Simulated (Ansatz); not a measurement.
## Ge: zone-centre modes

Level of theory: DFT PBEsol, scalar-relativistic, plane waves, PAW (Ansatz 0.2.0). Cutoff 420 eV, Γ-centred 18×18×18 k-points, Gaussian smearing of 0.15 eV. No spin polarisation.

Zero of the scan (relaxed at this level):

```
CELL_PARAMETERS angstrom
0.00000 2.83788 2.83788
2.83788 0.00000 2.83788
2.83788 2.83788 0.00000
ATOMIC_POSITIONS crystal
Ge 0.50000 0.50000 0.50000
Ge 0.75000 0.75000 0.75000
```

Harmonic modes by finite displacements of 0.02 Å, without the LO–TO term.

Problem. At this geometry, is the structure stable against these modes?

Solution. Yes: no mode is imaginary beyond 10 cm⁻¹, and only the three translations lie near zero.

Problem. List the wavenumbers in cm⁻¹.

Solution. 0, 0, 0, 285, 285, 285.

Cost: 1 run of about 1.3 core-minutes, on Arm Neoverse V2 (shared hosts).